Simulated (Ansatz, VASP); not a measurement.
**TiC in VASP and in Ansatz**

INCAR

```
ALGO     = Normal         # electronic algorithm
EDIFF    = 1E-6           # SCF threshold, eV
ENCUT    = 520            # plane-wave cutoff, eV
GGA      = PS             # functional
ISIF     = 2              # what is computed and relaxed
ISMEAR   = -1             # smearing method
LASPH    = True           # aspherical terms in the spheres
LCHARG   = True           # write CHGCAR
LELF     = True           # ELF
LREAL    = False          # projectors in reciprocal space
LVHAR    = True         
LWAVE    = False          # write WAVECAR
NBANDS   = 15             # bands
NELM     = 100            # most SCF steps
PREC     = Accurate       # precision mode
SIGMA    = 0.05           # smearing width, eV
```

Contents of KPOINTS:

```
k-points
0
Gamma
  9 9 9
```

File POSCAR:

```
TiC
1.0
    0.0000000000      2.1657188437      2.1657188437
    2.1657188437      0.0000000000      2.1657188437
    2.1657188437      2.1657188437      0.0000000000
Ti C
1 1
Direct
    0.0000000000      0.0000000000      0.0000000000
    0.5000000000      0.5000000000      0.5000000000
```

The input input.yaml:

```yaml
crystal:
  lattice:
    - [0.0, 2.1657188437, 2.1657188437]
    - [2.1657188437, 0.0, 2.1657188437]
    - [2.1657188437, 2.1657188437, 0.0]
  atoms:
    - { symbol: Ti, position: [0.0, 0.0, 0.0] }
    - { symbol: C, position: [0.5, 0.5, 0.5] }
hamiltonian:
  xc: pbesol
  pseudopotentials: { kind: paw }
kpoints:
  mp_grid: { grid: [9, 9, 9] }
  band_path:
    path:
      - [[0.0, 0.0, 0.0], [0.5, 0.0, 0.5], [0.5, 0.25, 0.75], [0.375, 0.375, 0.75], [0.0, 0.0, 0.0], [0.5, 0.5, 0.5], [0.625, 0.25, 0.625], [0.5, 0.25, 0.75], [0.5, 0.5, 0.5], [0.375, 0.375, 0.75]]
      - [[0.625, 0.25, 0.625], [0.5, 0.0, 0.5]]
    npoints: 14
scf:
  occupations: { method: fermi_dirac, width: 0.05 }
  n_extra_bands: 6
output:
  forces: true
  stress: true
  eigenvalues: true
  fatbands: false
```

The cell is a database's computed one.

Alike in both runs: functional PBEsol; k mesh 9 × 9 × 9; occupations fermi-dirac, width 0.05 eV; no spin polarisation.

```csv
,VASP,Ansatz
version,VASP 6.6.1,Ansatz 0.2.0
potentials or method,"VASP PAW PBE potentials, release 64 (Ti_sv, C)",Ansatz PAW
plane-wave cutoff (eV),520,420
valence electrons in the cell,16,16
task,single point,band structure
```

Ansatz gave:

* gap on the k mesh at the Fermi level (eV): none
* pressure (GPa): -6.7

Question: Estimate VASP's values.

Answer: gap on the k mesh at the Fermi level (eV): none; pressure (GPa): -6.5.

A gap of «none» marks a metal or a gap that the smearing closes. The functional is the same, so the differences come from potentials, cutoffs and numerics.

Caveats: the PAW data sets were made with another functional, which shifts forces and pressure a little (VASP); the PAW data sets come from PBE, with cores solved anew for the run's functional, which leaves a small shift of forces and pressure (Ansatz).
